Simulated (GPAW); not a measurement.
Wanted: an ASE script for a GPAW 26.7.0 run.

```yaml
Task: relaxation of cell and atoms
Functional: PBEsol
Dispersion: D3(BJ)
Potentials_or_basis: PAW data sets generated in the run's folder for this functional
Cutoff: 600 eV
Basis: pw
k_mesh: 8 × 8 × 8
Occupations: fermi-dirac, width 0.05 eV
Spin: no spin polarisation
Maxiter: 150
Optimizer: BFGS
Fmax: 0.05 eV/Å
Max_steps: 100
Convergence: density=1e-05 forces=0.0001
```

The structure of GaP lies in GaP.xyz:

```xyz
2
Lattice="0.0000000000 2.7252500000 2.7252500000 2.7252500000 0.0000000000 2.7252500000 2.7252500000 2.7252500000 0.0000000000" Properties=species:S:1:pos:R:3 pbc="T T T"
Ga     0.0000000000      0.0000000000      0.0000000000
P      4.0878750000      4.0878750000      4.0878750000
```

These files were run (other wordings do the same):

run.py

```python
from ase.calculators.mixing import SumCalculator
from ase.filters import FrechetCellFilter
from ase.io import read, write
from ase.optimize import BFGS
from dftd3.ase import DFTD3
from gpaw import GPAW, PW, setup_paths

setup_paths.insert(0, '.')

atoms = read('GaP.xyz')

calc = GPAW(mode=PW(600),
            xc='PBEsol',
            kpts={'size': (8, 8, 8), 'gamma': True},
            occupations={'name': 'fermi-dirac', 'width': 0.05},
            nbands=11,
            convergence={'density': 1e-05, 'forces': 0.0001},
            maxiter=150,
            txt='gpaw.txt')
atoms.calc = SumCalculator([calc, DFTD3(method='pbesol', damping='d3bj')])
opt = BFGS(FrechetCellFilter(atoms), trajectory='relax.traj', logfile='-')
done = opt.run(fmax=0.05, steps=100)
calc.write('gs.gpw')
write('result.traj', atoms)
print('Converged:', done)
print('Cell:', atoms.cell.cellpar().round(4))
print('Volume:', round(atoms.get_volume(), 4))
print(atoms.get_scaled_positions().round(5))
```

Potentials or basis: PAW data sets generated in the run's folder for this functional, pw.

Command:

```sh
$ gpaw-setup -f PBEsol Ga P
$ OMP_NUM_THREADS=1 python run.py
```

It gave:

```yaml
Relaxed_volume: 20.09 Å³/atom
Relaxed_cell: a = 3.845 Å, b = 3.845 Å, c = 3.845 Å, α = 60.00°, β = 60.00°, γ = 60.00°
Space_group_after_relaxing_to_0.05_Å: F-43m (No. 216)
Energy_gained_by_relaxing: 0.3 meV/atom
Ionic_steps: 3
Pressure_after_relaxing: 0.0 GPa
Band_gap_on_the_k_mesh: 1.51 eV, indirect (least direct gap 1.87 eV)
Dispersion_energy_per_atom: -0.283 eV
```

Caveat: the data sets keep Ga 3d, Li 1s and Be 1s frozen, and some such compounds lay over 1.5 % in volume off other programs; later steps reuse the first step's grids.

Wall time 30 s on 1 thread of Arm Neoverse V1, on a shared host, peak memory 0.17 GiB.
